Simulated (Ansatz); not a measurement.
**Cu2O (Cuprite) under changes of volume**

One of the cells (12.885 Å³/atom); the others are scaled copies at fixed shape and fractional positions:

```
CELL_PARAMETERS angstrom
4.26000 0.00000 0.00000
0.00000 4.26000 0.00000
0.00000 0.00000 4.26000
ATOMIC_POSITIONS crystal
Cu 0.75000 0.25000 0.75000
Cu 0.75000 0.75000 0.25000
Cu 0.25000 0.75000 0.75000
Cu 0.25000 0.25000 0.25000
O 0.50000 0.50000 0.50000
O 0.00000 0.00000 0.00000
```

```yaml
Program: Ansatz 0.2.0
Functional: PBEsol
Potentials_or_basis: Ansatz PAW
Cutoff: "420 eV (not typed: the program's choice for these potentials)"
k_mesh: 6 × 6 × 6
Occupations: fermi-dirac, width 0.05 eV
Spin: no spin polarisation
```

```csv
volume (Å³/atom),energy over the lowest point (meV/atom),pressure (GPa),gap on the mesh (eV)
12.112,6.37,5.0,0.65
12.369,0.84,2.0,0.60
12.627,0.00,-0.8,0.55
12.885,3.29,-3.2,0.50
13.142,10.33,-5.4,0.45
13.400,?,?,?
13.658,33.83,-9.1,0.37
```

Q: What does the run at 13.400 Å³/atom give?

A: Energy over the lowest point 20.64 meV/atom; pressure -7.4 GPa; gap on the mesh 0.41 eV.

Worked out: A Birch-Murnaghan fit of order 3 (a polynomial in V^(-2/3)) to the other rows has its minimum at 12.55 Å³/atom with B0 = V·E''(V) = 131 GPa and B' = 4.9. It gives 20.62 meV/atom at 13.400 Å³/atom, against the run's 20.64, and -dE/dV = -7.3 GPa, against -7.4. A straight line through the other rows of the gap, of slope -2.36 eV per unit of ln V (its deformation potential), gives 0.41 eV, against the run's 0.41.

Energies are extrapolated to zero smearing.

Caveats: the PAW data sets come from PBE, with cores solved anew for the run's functional, which leaves a small shift of forces and pressure.

A mesh can miss the band edges.
